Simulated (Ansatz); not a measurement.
Input of an Ansatz 0.2.0 run:

Contents of input.yaml:

```yaml
crystal:
  lattice:
    - [3.16, 0.0, 0.0]
    - [0.0, 3.16, 0.0]
    - [0.0, 0.0, 3.16]
  atoms:
    - { symbol: Sb, position: [0.0, 0.0, 0.0] }
hamiltonian:
  xc: pbe
  pseudopotentials: { kind: paw }
kpoints:
  mp_grid: { grid: [8, 8, 8] }
  band_path:
    path:
      - [[0.0, 0.0, 0.0], [0.0, 0.5, 0.0], [0.5, 0.5, 0.0], [0.0, 0.0, 0.0], [0.5, 0.5, 0.5], [0.0, 0.5, 0.0]]
      - [[0.5, 0.5, 0.0], [0.5, 0.5, 0.5]]
    npoints: 14
scf:
  occupations: { method: fermi_dirac, width: 0.05 }
  n_extra_bands: 6
output:
  forces: true
  stress: true
  eigenvalues: true
  fatbands: false
```

Potentials or basis: Ansatz PAW.

The run is started by

```sh
$ ansatz run input.yaml --threads 2 --pin off --max-ram 5632MiB --backend cpu --events-out ev --progress --plain --runs-dir out
```

(1) Predict the band gap on the k mesh.

(2) Estimate the pressure.

Answers

(1) none (metal or under the smearing width).

(2) -2.3 GPa.

Caveat: spin-orbit coupling is left out, which moves the levels of the heavy elements.
